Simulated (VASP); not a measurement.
# Pm (Fm-3m) in VASP: notebook

The runs below take Pm through relaxation of cell and atoms, with PBE, revTPSS.

Program: VASP 6.6.1. These are calculated values, not measurements. Logs are shortened: lines on timing, memory, paths and dates and some standing lists are left out, and cuts for length are marked.

### 1 The crystal as given

Symmetry: Fm-3m, No. 225, cubic system. The conventional cell has a = 5.168 Å, b = 5.168 Å, c = 5.168 Å, α = 90.00°, β = 90.00°, γ = 90.00°. Pm (site symmetry m-3m) is surrounded by 12 Pm at 3.65 Å.

This isn't the form of Pm at room conditions, which is double hcp.

### 2 Relaxation of cell and atoms, PBE, collinear spin, ferromagnetic start

File INCAR:

```
PREC = Accurate
ENCUT = 600
EDIFF = 1E-6
ISMEAR = -1
SIGMA = 0.05
LREAL = F
LASPH = T
NELM = 100
ALGO = Normal
ISIF = 3
LWAVE = F
LCHARG = F
ISPIN = 2
MAGMOM = 4
LORBIT = 11
LMAXMIX = 6
GGA = PE
IBRION = 2
NSW = 60
EDIFFG = -0.01
```

File KPOINTS:

```
Automatic mesh
0
Gamma
  7 7 7
```

File POSCAR:

```
Pm
1.0
    0.0000000000      2.5841748100      2.5841748100
    2.5841748100      0.0000000000      2.5841748100
    2.5841748100      2.5841748100      0.0000000000
Pm
1
Direct
    0.0000000000      0.0000000000      0.0000000000
```

Potentials or basis: VASP PAW PBE potentials, release 64 (Pm).

Command:

```bash
$ cat potpaw_PBE.64/Pm/POTCAR > POTCAR
$ mpirun -np 1 vasp_std > vasp.out
```

OUTCAR:

```text
PREC = Accurate
   ENCUT = 600
   EDIFF = 1E-6
   ISMEAR = -1
   LREAL = F
   LASPH = T
   NELM = 100
   ISIF = 3
   ISPIN = 2
   LORBIT = 11
   GGA = PE
   IBRION = 2
   NSW = 60
   EDIFFG = -0.01

 ion  position               nearest neighbor table
   1  0.000  0.000  0.000-

  LATTYP: Found a face centered cubic cell.
 ALAT       =     5.1683496200

  Lattice vectors:

 A1 = (   0.0000000000,   2.5841748100,   2.5841748100)
 A2 = (   2.5841748100,   0.0000000000,   2.5841748100)
 A3 = (   2.5841748100,   2.5841748100,   0.0000000000)

Analysis of symmetry for initial positions (statically):
=====================================================================
 Subroutine PRICEL returns:
 Original cell was already a primitive cell.

 Routine SETGRP: Setting up the symmetry group for a
 face centered cubic supercell.

 Subroutine GETGRP returns: Found 48 space group operations
 (whereof 48 operations were pure point group operations)
 out of a pool of 48 trial point group operations.

The static configuration has the point symmetry O_h .

Analysis of symmetry for dynamics (positions and initial velocities):
=====================================================================
 Subroutine PRICEL returns:
 Original cell was already a primitive cell.

 Routine SETGRP: Setting up the symmetry group for a
 face centered cubic supercell.

 Subroutine GETGRP returns: Found 48 space group operations
 (whereof 48 operations were pure point group operations)
 out of a pool of 48 trial point group operations.

The dynamic configuration has the point symmetry O_h .

Analysis of structural, dynamic, and magnetic symmetry:
=====================================================================
 Subroutine PRICEL returns:
 Original cell was already a primitive cell.

 Routine SETGRP: Setting up the symmetry group for a
 face centered cubic supercell.

 Subroutine GETGRP returns: Found 48 space group operations
 (whereof 48 operations were pure point group operations)
 out of a pool of 48 trial point group operations.

The overall configuration has the point symmetry O_h .

 Subroutine INISYM returns: Found 48 space group operations
 (whereof 48 operations are pure point group operations),
 and found     1 'primitive' translations

----------------------------------------------------------------------------------------

                                     Primitive cell

  volume of cell :      34.5140

  direct lattice vectors                    reciprocal lattice vectors
     0.000000000  2.584174810  2.584174810    -0.193485363  0.193485363  0.193485363
[... 125 lines left out ...]
  ext. energy  EPLUGINS =         0.00000000
  ---------------------------------------------------
  free energy    TOTEN  =        -7.75314463 eV

  energy without entropy =       -7.69225477  energy(sigma->0) =       -7.72269970

------------------------ aborting loop because EDIFF is reached ----------------------------------------

  FORCE on cell =-STRESS in cart. coord.  units (eV):
  Direction    XX          YY          ZZ          XY          YZ          ZX
  --------------------------------------------------------------------------------------
  -------------------------------------------------------------------------------------
  Total        0.1041833      0.1041833      0.1041833      0.0000000      0.0000000     -0.0000000
  in kB        4.8362963      4.8362963      4.8362963      0.0000000      0.0000000     -0.0000000
  external PRESSURE =       4.8362963 kB  Pullay stress =       0.0000000 kB
[... 86 lines left out ...]
  FREE ENERGIE OF THE ION-ELECTRON SYSTEM (eV)
  ---------------------------------------------------
  free  energy   TOTEN  =        -7.7586704417 eV

  energy  without entropy=       -7.6961378335  energy(sigma->0) =       -7.72740414

[... ionic steps 4 to 7 ...]

--------------------------------------- Ionic step        8  -------------------------------------------

 number of electron      14.9999999 magnetization       5.5301935

------------------------ aborting loop because EDIFF is reached ----------------------------------------
[... 65 lines left out ...]
--------------------------------------- Ionic step       10  -------------------------------------------

 number of electron      15.0000000 magnetization       5.5230583

 Free energy of the ion-electron system (eV)
  ---------------------------------------------------
  ext. energy  EPLUGINS =         0.00000000
  ---------------------------------------------------
  free energy    TOTEN  =        -7.75867321 eV

  energy without entropy =       -7.69626906  energy(sigma->0) =       -7.72747114

 E-fermi :   5.4584     XC(G=0):  -9.5375

 val. band max:        5.4505260775   @ k =   0.2857   0.0000   0.0000
 cond. band min:       5.4655790270   @ k =   0.2857   0.2857   0.0000
 fundamental gap:      0.0150529495
 Fermi energy:         5.4584225590

 spin component 1

 k-point     1 :       0.0000    0.0000    0.0000
  band No.  band energies     occupation
      1     -33.2748      1.00000
      2     -13.2599      1.00000
      3     -13.2599      1.00000
      4     -13.2599      1.00000
      5       1.1273      1.00000
      6       5.1146      0.99897
      7       5.1146      0.99897
      8       5.1146      0.99897
      9       5.3587      0.88013
     10       5.3587      0.88013
     11       5.3589      0.87979
     12       5.3741      0.84388
     13       7.0828      0.00000
[... 289 lines left out ...]
 k-point    20 :      -0.2857    0.4286    0.1429
  band No.  band energies     occupation
      1     -33.1542      1.00000
      2     -13.8832      1.00000
      3     -13.8297      1.00000
      4     -13.5470      1.00000
      5       4.5282      1.00000
      6       4.8251      1.00000
      7       4.8696      0.99999
      8       4.8805      0.99999
      9       5.1812      0.99611
     10       5.3285      0.93078
     11       5.6282      0.03246
     12       5.7398      0.00358
     13       5.8011      0.00105
 Fermi energy:         5.4584225590

 spin component 2

 k-point     1 :       0.0000    0.0000    0.0000
  band No.  band energies     occupation
      1     -31.0484      1.00000
      2     -11.5375      1.00000
      3     -11.5375      1.00000
      4     -11.5375      1.00000
      5       2.3454      1.00000
      6       7.7896      0.00000
      7       8.2264      0.00000
      8       8.2264      0.00000
      9       8.2264      0.00000
     10       8.2798      0.00000
     11       8.2798      0.00000
     12       8.2798      0.00000
     13       9.0601      0.00000
[... 330 lines left out ...]
  FREE ENERGIE OF THE ION-ELECTRON SYSTEM (eV)
  ---------------------------------------------------
  free  energy   TOTEN  =        -7.7586732132 eV

  energy  without entropy=       -7.6962690635  energy(sigma->0) =       -7.72747114

 reached required accuracy - stopping structural energy minimisation

 total charge

# of ion       s       p       d       f       tot
--------------------------------------------------
    1        2.049   5.492   0.456   4.406  12.403

 magnetization (x)

# of ion       s       p       d       f       tot
--------------------------------------------------
    1       -0.002   0.039   0.254   4.398   4.689
```

OSZICAR:

```text
N       E                     dE             d eps       ncg     rms          rms(c)
DAV:   1     0.132007907741E+03    0.13201E+03   -0.69258E+03  1040   0.201E+03
DAV:   2     0.600942846843E+01   -0.12600E+03   -0.11951E+03  1343   0.256E+02
DAV:   3    -0.577411022702E+01   -0.11784E+02   -0.11331E+02  1422   0.108E+02
[... 125 lines left out ...]
DAV:   4    -0.775856225714E+01   -0.69610E-03   -0.94340E-03  1951   0.700E-01    0.981E-02
DAV:   5    -0.775867051007E+01   -0.10825E-03   -0.78942E-04  1354   0.117E-01    0.719E-02
DAV:   6    -0.775866895674E+01    0.15533E-05   -0.83383E-05  1942   0.556E-02    0.302E-02
DAV:   7    -0.775867181721E+01   -0.28605E-05   -0.34086E-05  1403   0.418E-02    0.157E-02
DAV:   8    -0.775867367140E+01   -0.18542E-05   -0.14832E-05  1700   0.386E-02    0.172E-02
DAV:   9    -0.775867321319E+01    0.45821E-06   -0.14236E-06   871   0.776E-03
  10 F= -.77586732E+01 E0= -.77274711E+01  d E =0.389405E-04  mag=     5.5240
```

CONTCAR:

```text
Pm
   1.00000000000000
    -0.0000000000000000    2.6272867074855397    2.6272867074855397
     2.6272867074855397    0.0000000000000001    2.6272867074855397
     2.6272867074855397    2.6272867074855397   -0.0000000000000001
  Pm
     1
Direct
     0.0000000000000000    0.0000000000000000    0.0000000000000000

  0.00000000E+00  0.00000000E+00  0.00000000E+00
```

Wall time 4.1 min (1 thread of Intel Xeon Platinum 8488C (Sapphire Rapids), shared host); peak memory 0.2 GiB.

What came out:

```yaml
Free_energy: -7.7587 eV
Relaxed_volume: 36.27 Å³/atom
Relaxed_cell: a = 3.716 Å, b = 3.716 Å, c = 3.716 Å, α = 60.00°, β = 60.00°, γ = 60.00°
Space_group_after_relaxing_to_0.05_Å: Fm-3m (No. 225)
Energy_gained_by_relaxing: 5.5 meV/atom
Ionic_steps: 10
Pressure_after_relaxing: 0.0 GPa
Band_gap_on_the_k_mesh: none (metal or under the smearing width)
Net_moment: 5.52 μB per cell
Site_moments: Pm +4.69 μB
Valence_electrons_inside_the_program's_atomic_spheres: Pm 12.40
```

The path:
```
step  energy change (eV)  largest force (eV/Å)  pressure (GPa)  volume (Å³)
   1              0.0000                0.0000            0.48        34.51
   2             -0.0026                0.0000            0.52        35.04
   3             -0.0055                0.0000           -0.06        36.64
   4             -0.0056                0.0000            0.25        36.47
   5             -0.0055                0.0000           -0.04        36.59
   6             -0.0056                0.0000           -0.18        36.53
   7             -0.0055                0.0000            0.20        36.20
   8             -0.0056                0.0000           -0.10        36.41
   9             -0.0056                0.0000           -0.13        36.34
  10             -0.0055                0.0000           -0.02        36.27
```

Final structure:
```
Pm
1.0
     0.00000    2.62729    2.62729
     2.62729    0.00000    2.62729
     2.62729    2.62729    0.00000
Pm
1
Direct
  0.00000 0.00000 0.00000
```

Caveat: the magnetic or orbital state may not be the lowest; spin-orbit coupling is left out, which moves the levels of the heavy elements.

### 3 Relaxation of cell and atoms, PBE, collinear spin, ferromagnetic start, spin-orbit coupling

Changes to INCAR since step 2:

```diff
@@ -12,5 +12,8 @@
 LCHARG = F
-ISPIN = 2
-MAGMOM = 4
+LNONCOLLINEAR = T
+MAGMOM = 2.828 2.828 0
 LORBIT = 11
+LSORBIT = T
+GGA_COMPAT = F
+LORBMOM = T
 LMAXMIX = 6
```

KPOINTS is that of step 2.

POSCAR is that of step 2.

Potentials or basis: VASP PAW PBE potentials, release 64 (Pm).

Command:

```bash
$ cat potpaw_PBE.64/Pm/POTCAR > POTCAR
$ mpirun -np 1 vasp_ncl > vasp.out
```

OUTCAR:

```text
PREC = Accurate
   ENCUT = 600
   EDIFF = 1E-6
   ISMEAR = -1
   LREAL = F
   LASPH = T
   NELM = 100
   ISIF = 3
   LNONCOLLINEAR = T
   LORBIT = 11
   LSORBIT = T
   GGA = PE
   IBRION = 2
   NSW = 60
   EDIFFG = -0.01

 ion  position               nearest neighbor table
   1  0.000  0.000  0.000-

  LATTYP: Found a face centered cubic cell.
 ALAT       =     5.1683496200

  Lattice vectors:

 A1 = (   0.0000000000,   2.5841748100,   2.5841748100)
 A2 = (   2.5841748100,   0.0000000000,   2.5841748100)
 A3 = (   2.5841748100,   2.5841748100,   0.0000000000)

Analysis of symmetry for initial positions (statically):
=====================================================================
 Subroutine PRICEL returns:
 Original cell was already a primitive cell.

 Routine SETGRP: Setting up the symmetry group for a
 face centered cubic supercell.

 Subroutine GETGRP returns: Found 48 space group operations
 (whereof 48 operations were pure point group operations)
 out of a pool of 48 trial point group operations.

The static configuration has the point symmetry O_h .

Analysis of symmetry for dynamics (positions and initial velocities):
[... 915 lines left out ...]
 ------------------------------------------------
  1        -0.003  -0.013  -1.474  -1.490
 ------------------------------------------------
           -0.003  -0.013  -1.474  -1.490

 orbital moment (y)

 # of ion     p       d       f       tot
 ------------------------------------------------
  1        -0.003  -0.013  -1.474  -1.490
 ------------------------------------------------
           -0.003  -0.013  -1.474  -1.490

 orbital moment (z)

 # of ion     p       d       f       tot
 ------------------------------------------------
  1         0.000   0.000  -0.000  -0.000
 ------------------------------------------------
            0.000   0.000  -0.000  -0.000

 Spin-Orbit-Coupling matrix elements

 Ion:    1  E_soc:     -0.9902909
 l=   1
     0.0000000    -0.1191279    -0.1190714
    -0.1191279     0.0000000    -0.1191279
    -0.1190714    -0.1191279     0.0000000
 l=   2
     0.0000000    -0.0001427     0.0000000    -0.0001427    -0.0006108
    -0.0001427     0.0000000    -0.0006425    -0.0001140    -0.0002488
     0.0000000    -0.0006425     0.0000000    -0.0006425     0.0000000
    -0.0001427    -0.0001140    -0.0006425     0.0000000    -0.0002488
    -0.0006108    -0.0002488     0.0000000    -0.0002488     0.0000000
 l=   3
     0.0000000    -0.0026751     0.0000000     0.0000000     0.0000000    -0.0079446    -0.0178233
    -0.0026751     0.0000000    -0.0083062     0.0000000    -0.0083062    -0.0077990    -0.0026751
     0.0000000    -0.0083062     0.0000000    -0.0281830    -0.0027539    -0.0062157     0.0000000
     0.0000000     0.0000000    -0.0281830     0.0000000    -0.0281830     0.0000000     0.0000000
     0.0000000    -0.0083062    -0.0027539    -0.0281830     0.0000000    -0.0062157     0.0000000
    -0.0079446    -0.0077990    -0.0062157     0.0000000    -0.0062157     0.0000000    -0.0079446
    -0.0178233    -0.0026751     0.0000000     0.0000000     0.0000000    -0.0079446     0.0000000

 total charge

# of ion       s       p       d       f       tot
--------------------------------------------------
    1        2.050   5.498   0.471   4.389  12.408

 magnetization (x)

# of ion       s       p       d       f       tot
--------------------------------------------------
    1       -0.002   0.026   0.167   3.074   3.265

 magnetization (y)

# of ion       s       p       d       f       tot
--------------------------------------------------
    1       -0.002   0.026   0.167   3.074   3.265

 magnetization (z)

# of ion       s       p       d       f       tot
--------------------------------------------------
    1        0.000   0.000   0.000   0.000   0.000
```

OSZICAR:

```text
N       E                     dE             d eps       ncg     rms          rms(c)
DAV:   1     0.162579341507E+03    0.16258E+03   -0.66570E+03  4824   0.220E+03
DAV:   2     0.192955549223E+02   -0.14328E+03   -0.13762E+03  5944   0.335E+02
DAV:   3    -0.475787731750E+01   -0.24053E+02   -0.22723E+02  7072   0.160E+02
[... 58 lines left out ...]
DAV:  24    -0.827715473866E+01   -0.20057E-04   -0.64767E-05  9584   0.915E-02    0.512E-02
DAV:  25    -0.827713741100E+01    0.17328E-04   -0.16877E-04  7744   0.128E-01    0.568E-02
DAV:  26    -0.827713726571E+01    0.14529E-06   -0.96141E-05  9040   0.106E-01    0.567E-02
DAV:  27    -0.827713463537E+01    0.26303E-05   -0.39292E-05  8056   0.912E-02    0.341E-02
DAV:  28    -0.827713534451E+01   -0.70913E-06   -0.84123E-06  6928   0.524E-02
   2 F= -.82771353E+01 E0= -.82542810E+01  d E =-.738002E-02  mag=     3.8001     3.8001     0.0000
```

It took 20 min on 1 thread of Intel Xeon Platinum 8488C (Sapphire Rapids), shared host; peak memory 0.42 GiB.

Results:

* Free energy: -8.2771 eV
* Relaxed volume: 35.86 Å³/atom
* Relaxed cell: a = 3.702 Å, b = 3.702 Å, c = 3.698 Å, α = 60.03°, β = 60.03°, γ = 60.05°
* Space group after relaxing (to 0.05 Å): Fm-3m (No. 225)
* Energy gained by relaxing: 7.4 meV/atom
* Ionic steps: 2
* Pressure after relaxing: 0.0 GPa
* Net moment: 5.37 μB per cell
* Valence electrons inside the program's atomic spheres: Pm 12.41

Step by step:
```tsv
step	energy change (eV)	largest force (eV/Å)	pressure (GPa)	volume (Å³)
1	0.0000	0.0000	1.23	34.51
2	-0.0074	0.0000	-0.01	35.86
```

Final structure:
```
CELL_PARAMETERS angstrom
-0.00209 2.61711 2.61762
2.61715 -0.00214 2.61766
2.61501 2.61501 0.00000
ATOMIC_POSITIONS crystal
Pm 0.00000 0.00000 0.00000
```

Moments on the atoms (μB; x, y, z):
```
Pm  3.27 3.27 0.00
```

Caveat: the magnetic or orbital state may not be the lowest.

### 4 Relaxation of cell and atoms, revTPSS, collinear spin, ferromagnetic start

File INCAR:

```
SYSTEM = Pm
  PREC = Accurate
  ENCUT = 600
  EDIFF = 1E-6
  ISMEAR = 1
  SIGMA = 0.1
  LREAL = .FALSE.
  LASPH = .TRUE.
  NELM = 100
  ALGO = Normal
  ISIF = 3
  LWAVE = .FALSE.
  LCHARG = .FALSE.
  ISPIN = 2
  MAGMOM = 4
  LORBIT = 11
  LMAXMIX = 6
  METAGGA = RTPSS
  LMIXTAU = .TRUE.
  IBRION = 2
  NSW = 40
  EDIFFG = -0.01
```

File KPOINTS:

```
Automatic mesh
0
G
  9 9 9
  0 0 0
```

POSCAR is that of step 3.

Command:

```bash
$ cat potpaw_PBE.64/Pm/POTCAR > POTCAR
$ mpirun -np 1 vasp_std > vasp.out
```

Wall time 15 min (1 thread of Intel Xeon Platinum 8488C (Sapphire Rapids), shared host); peak memory 0.24 GiB.

It converged, with:

| Item | Value |
| --- | --- |
| Free energy | 18.9554 eV |
| Relaxed volume | 33.03 Å³/atom |
| Relaxed cell | a = 3.602 Å, b = 3.602 Å, c = 3.602 Å, α = 60.00°, β = 60.00°, γ = 60.00° |
| Space group after relaxing (to 0.05 Å) | Fm-3m (No. 225) |
| Energy gained by relaxing | 3.9 meV/atom |
| Ionic steps | 6 |
| Pressure after relaxing | 0.0 GPa |
| Band gap on the k mesh | none (metal or under the smearing width) |
| Net moment | 5.36 μB per cell |
| Site moments | Pm +4.59 μB |
| Valence electrons inside the program's atomic spheres | Pm 12.39 |

Step by step:
| step | energy change (eV) | largest force (eV/Å) | pressure (GPa) | volume (Å³) |
| --- | --- | --- | --- | --- |
| 1 | 0.0000 | 0.0000 | -1.16 | 34.51 |
| 2 | -0.0038 | 0.0000 | -0.50 | 33.28 |
| 3 | -0.0032 | 0.0000 | 0.26 | 32.42 |
| 4 | -0.0037 | 0.0000 | 0.06 | 32.71 |
| 5 | -0.0038 | 0.0000 | 0.26 | 32.79 |
| 6 | -0.0039 | 0.0000 | 0.01 | 33.03 |

Final structure:
```yaml
crystal:
  lattice:
    - [0.00000, 2.54672, 2.54672]
    - [2.54672, 0.00000, 2.54672]
    - [2.54672, 2.54672, 0.00000]
  atoms:
    - { symbol: Pm, position: [0.00000, 0.00000, 0.00000] }
```

Levels at points of the mesh, in eV from the Fermi level:
Spin up:
```csv
k point,band 7,band 8,band 9,band 10,band 11,band 12,band 13
"(0.00, 0.00, 0.00)",-0.69,-0.69,-0.14,-0.14,-0.14,-0.02,1.63
```
Spin down:
```tsv
k point	band 1	band 2	band 3	band 4	band 5	band 6	band 7	band 8	band 9	band 10
(0.00, 0.00, 0.00)	-36.98	-17.13	-17.13	-17.13	-3.10	2.27	2.83	2.83	2.83	2.90
```

Caveat: the magnetic or orbital state may not be the lowest; the PAW data sets were made with another functional, which shifts forces and pressure a little; spin-orbit coupling is left out, which moves the levels of the heavy elements. The state reached can hang on the start; a lower one may exist.

### 5 For comparison

An earlier run on the cell as given: functional PBE; potentials or basis VASP PAW PBE potentials, release 64 (Pm); cutoff 520 eV; k mesh 9 × 9 × 9; occupations fermi-dirac, width 0.05 eV; collinear spin, ferromagnetic start; starting moments [4.0] μB.

* Pressure: 1.1 GPa
* Band gap on the k mesh: none (metal or under the smearing width)
* Net moment: 5.45 μB per cell
* Site moments: Pm +4.67 μB
* Valence electrons inside the program's atomic spheres: Pm 12.42

### 6 Summary

```csv
task,level,spin,cell,k mesh,cutoff (eV),smearing,gap on the mesh (eV),pressure (GPa),moment (μB),relaxed volume (Å³/atom)
relaxation of cell and atoms,PBE,"collinear, ferromagnetic start",relaxed,7 × 7 × 7,600,fermi-dirac 0.05 eV,none,0.0,5.52,36.27
relaxation of cell and atoms,PBE,"collinear, ferromagnetic start, SOC",relaxed,7 × 7 × 7,600,fermi-dirac 0.05 eV,-,0.0,5.37,35.86
relaxation of cell and atoms,revTPSS,"collinear, ferromagnetic start",relaxed,9 × 9 × 9,600,methfessel-paxton 0.1 eV,none,0.0,5.36,33.03
single point,PBE,"collinear, ferromagnetic start",as given,9 × 9 × 9,520,fermi-dirac 0.05 eV,none,1.1,5.45,-
```

Alike in all rows: potentials or basis VASP PAW PBE potentials, release 64 (Pm).

Caveats: the magnetic or orbital state may not be the lowest; spin-orbit coupling is left out, which moves the levels of the heavy elements (some runs); the PAW data sets were made with another functional, which shifts forces and pressure a little (some runs).

Absolute energies hang on the potentials; compare differences alone.
